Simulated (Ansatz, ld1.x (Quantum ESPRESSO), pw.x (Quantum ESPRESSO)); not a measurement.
**From atom to crystal: PAW potential for tantalum (Ta)**

tantalum, PAW, made with ld1.x (Quantum ESPRESSO) 7.5 (PBE, scalar-relativistic). Core [Kr] 4d10 4f14, reference 5s2 5p6 5d3 6s2 6p0. Waves: 5s (bound): rcut 1.45, rcutus 1.65 bohr; 6s (bound): rcut 1.45, rcutus 1.65 bohr; 5p (bound): rcut 2.10, rcutus 2.50 bohr; 6p (bound, empty): rcut 2.10, rcutus 2.50 bohr; 5d (bound): rcut 1.90, rcutus 2.40 bohr; 5d channel at 4.45 Ry: rcut 1.90, rcutus 2.40 bohr; 5f channel at 0.1 Ry: rcut 1.65, rcutus 2.10 bohr; 5f channel at 1.15 Ry: rcut 1.65, rcutus 2.10 bohr. Local part: all-electron potential smoothed inside 2.10 bohr (lloc = -2). Core correction: none. Augmentation charge: BG, radius 1.60 bohr.

Crystal test: sc Ta in pw.x 7.5, no spin, 12³ k-points, Fermi–Dirac smearing 0.01 Ry, cutoffs 45/360 Ry. The reference is all-electron LAPW (Ansatz 0.2.0) with the same functional, mesh and smearing; V0 and B0 come from Birch–Murnaghan fits to the pressures at five volumes. Errors are pseudo minus all-electron; Δ is the rms difference of the E(V) curves that follow from these fits, minima aligned, over ±6 % about the mean V0. Mesh and smearing are coarse, so the numbers serve the comparison and aren't converged zero-temperature values; the lattice is a test structure that the element need not adopt.

All-electron: a0 = 2.742 Å (V0 = 20.63 Å³/atom), B0 = 143.1 GPa.

Q: How far does the potential miss the all-electron equation of state?

A: converged, but broken (pressure over 100 GPa off). The pressure does not cross zero within the volumes sampled, so no fit is given. Atomic configuration tests: test run stopped at test 1 of 7 (negative rho). A pressure error of this size marks a broken potential; the numbers have no physical meaning.

```
V (Å³/atom)  P all-electron (GPa)  P pseudo (GPa)
     19.357                 10.29      8235400.84
     19.867                  5.78      7989723.68
     20.376                  1.79      7840261.20
     20.885                 -1.75      7673110.65
     21.395                 -4.87      7515922.63
```

Q: At the middle volume, how do free energy and pressure move when the wave cutoff is lowered (ecutrho held at 360 Ry)?

A:

| cutoff (Ry) | shift of F (meV/atom) | shift of P (GPa) |
| --- | --- | --- |
| 27 | +51070442.7 | -1341657.05 |
| 36 | +7719965.2 | +276954.77 |

The run at the middle volume (84 k-points, 26 iterations) took about 1.7 min on one core of a shared host (Neoverse-V1, 32 threads, 247 GiB, load 26).
